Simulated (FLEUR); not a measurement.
Cu:

```
Cu
1.0
     2.53410    0.00000    0.00000
    -1.26705    2.19459    0.00000
     0.00000    0.00000    4.11257
Cu
2
Cartesian
  1.2670 0.7315 3.0844
  0.0000 1.4631 1.0281
```

This isn't the form of Cu at room conditions, which is fcc.

* Program: FLEUR MaX-R8.1 (later development tree)
* Task: single point
* Functional: PBE
* Potentials or basis: all-electron
* Basis: FLAPW
* Kmax: 4.58 1/bohr
* k mesh: 12 × 12 × 7
* Occupations: fermi-dirac, width 0.05 eV
* Spin: no spin polarisation
* Gmax: 14.2 1/bohr
* Muffin-tin radii: Cu 2.14 bohr
* lmax: Cu 9
* Local orbitals a species: Cu 5
* Max iterations: 60
* Mixing factor: 0.05
* Mixer: Anderson
* Mixer history: 15
* Density convergence: 1e-05 me/bohr^3

On this cell: largest force under 0.003 eV/Å; band gap on the k mesh none (metal or under the smearing width).

The same run follows on a disturbed copy (atoms moved at random, drawn with an rms of 0.05 Å):

```
Cu
1.0
     2.53410    0.00000    0.00000
    -1.26705    2.19459    0.00000
     0.00000    0.00000    4.11257
Cu
2
Direct
  0.66971 0.35034 0.74393
  0.35459 0.66690 0.24866
```

Task: What does the disturbed cell give?

Result: The energy (extrapolated to zero smearing) moves by +3.2 meV/atom; largest force 0.212 eV/Å; band gap on the k mesh none (metal or under the smearing width).

Forces in eV/Å, atoms in the order of the input:
```
Cu   0.112 -0.062  0.169
Cu  -0.112  0.062 -0.169
```
